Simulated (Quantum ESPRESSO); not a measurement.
Runs of Quantum ESPRESSO 7.5 on C. It takes space group P6_3/mmc (No. 194, hexagonal). The conventional cell has a = 2.522 Å, b = 2.522 Å, c = 12.356 Å, α = 90.00°, β = 90.00°, γ = 120.00°. Around C (site symmetry 3m) lie 4 C at 1.54 Å. Around C (site symmetry 3m) lie 4 C at 1.54 Å. C (site symmetry 3m) is surrounded by 4 C at 1.54 Å. This is a hexagonal form of diamond, not graphite.

```csv
task,level,potentials or basis,cutoff (eV),form of the LDA correlation,gap on the mesh (eV),pressure (GPa),V0 of scaled cells (Å³/atom),B0 (GPa),largest force (eV/Å)
band structure,PBE,SSSP 1.3 efficiency PBE,748,-,(b),2.2,-,-,0.33
band structure,PBEsol,GBRV 1.5 PBEsol,612,-,4.27,-4.4,-,-,0.34
equation of state,PBEsol,GBRV 1.5 PBEsol,612,-,-,-,(a),449,-
band structure,LDA,GBRV 1.5 LDA,612,PZ81,4.36,-12.6,-,-,0.34
equation of state,LDA,GBRV 1.5 LDA,612,PZ81,-,-,(c),464,-
```

Alike in all rows: no spin polarisation; cell as given; k mesh 12 × 12 × 3; smearing fermi-dirac 0.05 eV.

Task: Estimate the missing entries.

Result: (a) 5.62; (b) 4.39; (c) 5.52.

Caveats: some levels on the path didn't converge (some runs); the cell was scaled at fixed shape and fractional positions, which overstates the stiffness of a crystal with free parameters, most of all of layers and chains (some runs).

